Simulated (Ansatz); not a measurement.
# Field gradients at the nuclei of Cu3N

```xyz
4
Lattice="3.8147 0.0000 0.0000 0.0000 3.8147 0.0000 0.0000 0.0000 3.8147" Properties=species:S:1:pos:R:3 pbc="T T T"
Cu    0.0000    0.0000    1.9074
Cu    0.0000    1.9074    0.0000
Cu    1.9074    0.0000    0.0000
N     0.0000    0.0000    0.0000
```

Atoms are numbered in the order listed.

The conventional cell has a = 3.815 Å, b = 3.815 Å, c = 3.815 Å, α = 90.00°, β = 90.00°, γ = 90.00°. Cu (atom 1) has 2 N at 1.91 Å as nearest neighbours. Around N (atom 4) lie 6 Cu at 1.91 Å.

The cell is the one relaxed in the Materials Project (mp-1933), not relaxed further here; entries there can be hypothetical.

All numbers are computed: DFT, r2SCAN, all-electron PAW with datasets made for the crystal, scalar-relativistic (Ansatz 0.2.0); DFT, r2SCAN, PAW with Ansatz's default frozen-core files, scalar-relativistic (Ansatz 0.2.0).

For the crystal-made all-electron datasets (AE datasets): a Γ-centred 11×11×11 k mesh, Fermi–Dirac smearing of 0.08 eV, cutoff 460 eV (chosen by the program for this cell), no spin polarisation. PAW takes a cutoff of 500 eV at this cell (files made with PBE, cores remade for this functional). The Ansatz runs share mesh, smearing and spin set-up.

Vzz is the principal value of largest size of the traceless field-gradient tensor, in 10²¹ V/m², and η = (Vxx − Vyy)/Vzz with |Vzz| ≥ |Vyy| ≥ |Vxx|.

```csv
site,site symmetry,"Vzz (η), AE datasets","Vzz (η), PAW"
Cu1,4/mm.m,-6.48 (η = 0.00),-6.67 (η = 0.00)
N4,m-3m,0 (under 0.004),0 (under 0.004)
```

The Cartesian tensor at Cu1 from AE datasets, in 10²¹ V/m²:

```
 3.24  0.00  0.00
 0.00  3.24  0.00
 0.00  0.00 -6.48
```

**Question.** Taking Q(Cu-63) = -0.22 b, what quadrupole coupling constant follows at Cu1 from AE datasets?

**Answer.** Cq = eQVzz/h = 24.180 MHz × -0.22 × (-6.48) = 34.5 MHz.
